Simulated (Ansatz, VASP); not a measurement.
**One calculation of MgS, two programs**

```
Mg S
1.0
     3.95548    0.00000    0.00000
     0.00000    5.59390    0.00000
     0.00000    0.00000    3.95548
Mg S
2 2
Direct
  0.00000 0.00000 0.00000
  0.50000 0.50000 0.50000
  0.50000 0.25000 0.00000
  0.00000 0.75000 0.50000
```

The cell was built by a generator and needn't be a form met in nature.

Alike in both runs: functional LDA; k mesh 6 × 4 × 6; occupations gaussian, width 0.02 eV; no spin polarisation.

Ansatz relaxed the structure, and its values are those at the end. VASP's run is a single point on that final structure, the one shown.

|  | VASP | Ansatz |
| --- | --- | --- |
| version | VASP 6.6.1 | Ansatz 0.2.0 |
| potentials or method | VASP PAW LDA potentials, release 64 (Mg, S) | scalar-relativistic, plane waves, PAW |
| plane-wave cutoff (eV) | 520 | 420 |
| valence electrons in the cell | 16 | 32 |

VASP gave:

| Item | Value |
| --- | --- |
| gap on the k mesh at the Fermi level (eV) | 3.38 |
| least direct gap on the mesh (eV) | 3.38 |
| pressure (GPa) | -0.3 |

**Question.** Estimate Ansatz's values.

**Answer.** gap on the k mesh at the Fermi level (eV): 3.36; least direct gap on the mesh (eV): 3.36; pressure (GPa): 0.0.

The two sets of potentials don't hold the same shells in valence. Ansatz warned: «pseudo_functional_mismatch».

A k mesh can miss the band edges.
